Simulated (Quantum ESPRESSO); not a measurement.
GaAs: zone-centre phonons under several settings

```xyz
2
Lattice="0.0000 2.8268 2.8268 2.8268 0.0000 2.8268 2.8268 2.8268 0.0000" Properties=species:S:1:pos:R:3 pbc="T T T"
As    4.2403    4.2403    4.2403
Ga    0.0000    0.0000    0.0000
```

All runs used Quantum ESPRESSO 7.5; potentials PseudoDojo 0.4.1 SR PBE standard; k mesh 6 × 6 × 6, shifted; relaxed cell; no spin polarisation; cutoff 1143 eV; occupations smeared at first, fixed for the response.

| level | volume (Å³/atom) | lowest optical mode without the field (cm⁻¹) | sum of the Born charges (e) |
| --- | --- | --- | --- |
| PBE+D2 | ? | ? | ? |
| WC | 22.70 | 262 | -0.03 |

What stands in the row left open?

Volume 22.33 Å³/atom; lowest optical mode without the field 270 cm⁻¹; sum of the Born charges -0.02 e.

Caveats: the potentials were made for another functional, which shifts forces and pressure (some runs).

